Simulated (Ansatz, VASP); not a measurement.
This is a calculation of SiO for VASP 6.6.1.

Contents of INCAR:

```
PREC = Accurate
ENCUT = 520
EDIFF = 1E-7
ISMEAR = -1
SIGMA = 0.05
LREAL = False
LASPH = True
NELM = 60
ALGO = Normal
ISIF = 2
LWAVE = False
LCHARG = False
GGA = PE
NBANDS = 12
```

The input KPOINTS:

```
regular mesh
0
Gamma
  9 9 9
```

File POSCAR:

```
SiO
1.0
    2.7690333225      0.0000000000      0.0000000000
    0.0000000000      2.7690333225      0.0000000000
    0.0000000000      0.0000000000      2.7690333225
Si O
1 1
Direct
    0.0000000000      0.0000000000      0.0000000000
    0.5000000000      0.5000000000      0.5000000000
```

Potentials or basis: VASP PAW PBE potentials, release 64 (Si, O).

Command:

```bash
$ cat potpaw_PBE.64/Si/POTCAR potpaw_PBE.64/O/POTCAR > POTCAR
$ mpirun -np 1 vasp_std > vasp.out
```

Question: Translate it to Ansatz 0.2.0. Potentials there: Ansatz PAW.

Answer: As run (the cutoff follows the program's own potentials):

Contents of input.yaml:

```yaml
crystal:
  lattice:
    - [2.7690333225, 0.0, 0.0]
    - [0.0, 2.7690333225, 0.0]
    - [0.0, 0.0, 2.7690333225]
  atoms:
    - { symbol: Si, position: [0.0, 0.0, 0.0] }
    - { symbol: O, position: [0.5, 0.5, 0.5] }
hamiltonian:
  xc: pbe
  pseudopotentials: { kind: paw }
kpoints:
  mp_grid: { grid: [9, 9, 9] }
scf:
  occupations: { method: fermi_dirac, width: 0.05 }
output:
  forces: true
  stress: true
  eigenvalues: true
```

Potentials or basis: Ansatz PAW.

Run with:

```sh
$ ansatz run input.yaml --threads 1 --pin off --max-ram 3584MiB --backend cpu --events-out ev --progress --plain --runs-dir out
```

Both were run:

|  | VASP | Ansatz | Ansatz less VASP |
| --- | --- | --- | --- |
| gap on the k mesh at the Fermi level (eV) | none | none | - |
| pressure (GPa) | 5.8 | 5.9 | +0.08 |

A gap of «none» marks a metal or a gap that the smearing closes. The functional is the same, so the differences come from potentials, cutoffs and numerics.

Caveats: the pressure holds a Pulay correction of +0.6 GPa for the finite cutoff (Ansatz).
